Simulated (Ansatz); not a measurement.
# Zone-centre phonons of ZrN at 5 GPa: input and output

Method: Ansatz, DFT LDA, scalar-relativistic, plane waves, PAW.

Launched with:
```bash
ansatz run input.yaml --threads 1 --pin off --max-ram 3072MiB --backend cpu --events-out ev --progress --plain --runs-dir out
```

Input (bare energies are in eV):
```yaml
crystal:
  lattice:
    - [0.0, 2.2498844464, 2.2498844464]
    - [2.2498844464, 0.0, 2.2498844464]
    - [2.2498844464, 2.2498844464, 0.0]
  atoms:
    - { symbol: Zr, position: [0.0, 0.0, 0.0] }
    - { symbol: "N", position: [0.5, 0.5, 0.5] }
basis:
  ecutwfc: 420
kpoints:
  mp_grid: { grid: [16, 16, 16] }
hamiltonian:
  xc: lda
scf:
  occupations: { method: fermi_dirac, width: 0.15 }
output:
  eigenvalues: true
phonons:
  method: dfpt
  eigenvectors: true
```

Results section of the output:
```
--- Phonons (Γ-DFPT): 2 representative perturbations + reference, on 349 of 4096 k-points (Σ response iterations 6) ---
  k mesh reduced under 8 symmetry operations, with k and −k counted as one. Each operation leaves every solved perturbation unchanged. A smaller set is not used because it would not reduce the number of displacements ...
  ASR residual: 5.634e-4 → 0.000e0 eV/Å²; symmetrization residual: 9.874e-7 eV/Å²
  ASR residual per site (eV/Å²): 5.63e-4 1.12e-4
  Γ frequencies (cm⁻¹): 0.00 0.00 0.00 528.40 528.40 528.40
  non-analytic LO–TO correction: not included (Born effective charges unavailable; polar crystals: no LO–TO splitting at Γ)
```

The run took 29 s on 1 thread of Intel(R) Xeon(R) Platinum 8259CL CPU @ 2.50GHz (Skylake/Cascade Lake) (shared host), peak memory 0.67 GiB.

In a metal, frequencies and elastic constants depend on the k mesh and the smearing, soft modes and shear constants most.